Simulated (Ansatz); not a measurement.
Crystal: As.

```
CELL_PARAMETERS angstrom
1.88080 1.08588 3.51406
-1.88080 1.08588 3.51406
0.00000 -2.17176 3.51406
ATOMIC_POSITIONS crystal
As 0.22600 0.22600 0.22600
As 0.77400 0.77400 0.77400
```

Base run:

| Item | Value |
| --- | --- |
| Program | Ansatz 0.2.0 |
| Functional | HF |
| Potentials or basis | Ansatz PAW |
| Cutoff | 420 eV (not typed: the program's choice for these potentials) |
| k mesh | 5 × 5 × 5 |
| Occupations | fermi-dirac, width 0.05 eV |
| Spin | no spin polarisation |

Its results: band gap on the k mesh 3.14 eV, indirect (least direct gap 3.41 eV); pressure 5.7 GPa; largest force 0.911 eV/Å.

Task: After a change of settings the same cell gave: band gap on the k mesh 0.36 eV, indirect (least direct gap 0.74 eV); pressure 0.9 GPa; largest force 0.097 eV/Å. Which change was it?
A. functional from HF to r2SCANh; cutoff from 420 eV (not typed: the program's choice for these potentials) to 500 eV (not typed: the program's choice for these potentials)
B. functional from HF to r2SCAN50; cutoff from 420 eV (not typed: the program's choice for these potentials) to 500 eV (not typed: the program's choice for these potentials)
C. functional from HF to r2SCAN0; cutoff from 420 eV (not typed: the program's choice for these potentials) to 500 eV (not typed: the program's choice for these potentials)
D. functional from HF to PBE0

Result: A.

Caveats: odd divisions of the mesh miss points on the zone boundary, where band edges often lie, so the gap on the mesh can be too wide; the PAW data sets come from PBE, with cores solved anew for the run's functional, which leaves a small shift of forces and pressure; the thresholds are loose for stress.
